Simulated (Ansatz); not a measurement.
**AlCo: straining the crystal, biaxial strain in the a-b plane**

How does AlCo answer biaxial strain in the a-b plane between -3 and +3 %? At each strain the length and tilt of c and the atoms relax, within the symmetry that is left.

Program: Ansatz 0.2.0. Level of theory: DFT PBE, scalar-relativistic, plane waves, PAW. These are calculated values, not measurements.

2 further runs of the same task are left out: 2 set aside as unsound or not needed.

**1. The system as given**

It takes space group Pm-3m (No. 221, cubic). Conventional cell: a = 2.852 Å, b = 2.852 Å, c = 2.852 Å, α = 90.00°, β = 90.00°, γ = 90.00°. Al (site symmetry m-3m) has 8 Co at 2.47 Å as nearest neighbours. Co (site symmetry m-3m) is surrounded by 8 Al at 2.47 Å.

Coordinates:

```
CELL_PARAMETERS angstrom
2.85190 0.00000 0.00000
0.00000 2.85190 0.00000
0.00000 0.00000 2.85190
ATOMIC_POSITIONS crystal
Al 0.00000 0.00000 0.00000
Co 0.50000 0.50000 0.50000
```

It goes back to an entry of the Materials Project.

This cell was relaxed beforehand with the same method: volume 11.60 Å³/atom, gap on the mesh none (metal).

**2. The unstrained reference**

input.yaml

```yaml
crystal:
  lattice:
    - [2.8519024146, 0.0, 0.0]
    - [0.0, 2.8519024146, 0.0]
    - [0.0, 0.0, 2.8519024146]
  atoms:
    - { symbol: Al, position: [0.0, 0.0, 0.0] }
    - { symbol: Co, position: [0.5, 0.5, 0.5] }
basis:
  ecutwfc: 420
kpoints:
  mp_grid: { grid: [18, 18, 18] }
hamiltonian:
  xc: pbe
scf:
  occupations: { method: gaussian, width: 0.1 }
output:
  forces: true
  stress: true
  eigenvalues: true
```

Launch:

```console
ansatz run input.yaml --threads 1 --pin off --max-ram 2560MiB --backend cpu --events-out ev --progress --plain --runs-dir out
```

The session goes on with these runs: strain -1.0 %; At +1.0 %; the cell strained by -2.0 %; strain +2.0 %; strain -3.0 %; strain +3.0 %.

**Question.** What will these runs give? Wanted: (1/V) d²E/dε² at zero strain, cubic fit; strain of the free axis c per applied strain.

The runs gave:

| quantity | value |
| --- | --- |
| largest energy cost | 20.8 meV/atom at +3.0 % |
| (1/V) d²E/dε² at zero strain, cubic fit | 617 GPa |
| strain of the free axis c per applied strain | -0.83 |

What this shows: The curvature of the energy, 617 GPa, is twice the biaxial modulus. The free axis c moves against the applied strain (factor -0.83). Spin polarisation is off in the runs that give these values; a magnetic solution could lie lower.
